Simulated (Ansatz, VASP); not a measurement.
Two plane-wave programs on Mn

```
Mn
1.0
     2.73442    0.00000    0.00000
    -1.36721    2.36808    0.00000
     0.00000    0.00000    2.62935
Mn
1
Direct
  0.00000 0.00000 0.00000
```

Alike in both runs: functional r2SCAN; k mesh 9 × 9 × 8; occupations gaussian, width 0.1 eV; collinear spin.

Ansatz relaxed the structure, and its values are those at the end. VASP's run is a single point on that final structure, the one shown.

|  | VASP | Ansatz |
| --- | --- | --- |
| version | VASP 6.6.1 | Ansatz 0.2.0 |
| potentials or method | VASP PAW PBE potentials, release 64 (Mn_pv) | scalar-relativistic, plane waves, PAW |
| plane-wave cutoff (eV) | 520 | 500 |
| valence electrons in the cell | 13 | 15 |

VASP gave:

| Property | Result |
| --- | --- |
| gap on the k mesh at the Fermi level (eV) | none |
| pressure (GPa) | 0.1 |
| net moment per atom (μB) | 4.01 |
| size of the moment on the site where the two differ most (μB) | 3.94 |

Problem. What did Ansatz give for the same quantities?

Solution. gap on the k mesh at the Fermi level (eV): none; pressure (GPa): 0.0; net moment per atom (μB): 4.01; size of the moment on the site where the two differ most (μB): 3.93.

Site moments also hang on the region over which each program counts them. A gap of «none» marks a metal or a gap that the smearing closes. The two sets of potentials don't hold the same shells in valence.

Caveats: the PAW data sets were made with another functional, which shifts forces and pressure a little (VASP).
